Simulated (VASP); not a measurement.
Here is a VASP 6.6.1 calculation.

INCAR

```
SYSTEM = C
PREC = Accurate ; ENCUT = 600
EDIFF = 1E-7 ; ISMEAR = 0
SIGMA = 0.03 ; LREAL = .FALSE.
LASPH = .TRUE. ; NELM = 80
ALGO = Normal ; ISIF = 3
LWAVE = .FALSE. ; LCHARG = .FALSE.
IBRION = 2 ; NSW = 90
EDIFFG = -0.005 ; LATTICE_CONSTRAINTS = .TRUE. .TRUE. .FALSE.
```

Contents of KPOINTS:

```
Automatic mesh
0
G
  15 15 1
  0 0 0
```

File POSCAR:

```
C                                       
1.0
    2.4459607823     -0.0000000000      0.0000000000
   -1.2229803911      2.1182641744      0.0000000000
    0.0000000000      0.0000000000     18.0000000000
  C             
     2
Direct
     0.0000000000000000    0.0000000000000000    0.5000000000000000
     0.6666666699999979    0.3333333400000029    0.5000000000000000
```

Potentials or basis: VASP PAW LDA potentials, release 64 (C).

Command:

```sh
$ cat potpaw_LDA.64/C/POTCAR > POTCAR
$ mpirun -np 1 vasp_std > vasp.out
```

Task: What does it give for the band gap on the k mesh?

Result: None (metal or under the smearing width).

Final structure:
```
CELL_PARAMETERS angstrom
2.44596 0.00000 0.00000
-1.22298 2.11826 0.00000
0.00000 0.00000 18.00000
ATOMIC_POSITIONS crystal
C 0.00000 0.00000 0.50000
C 0.66667 0.33333 0.50000
```

Caveat: the relaxation stopped at its first step, so nothing moved.
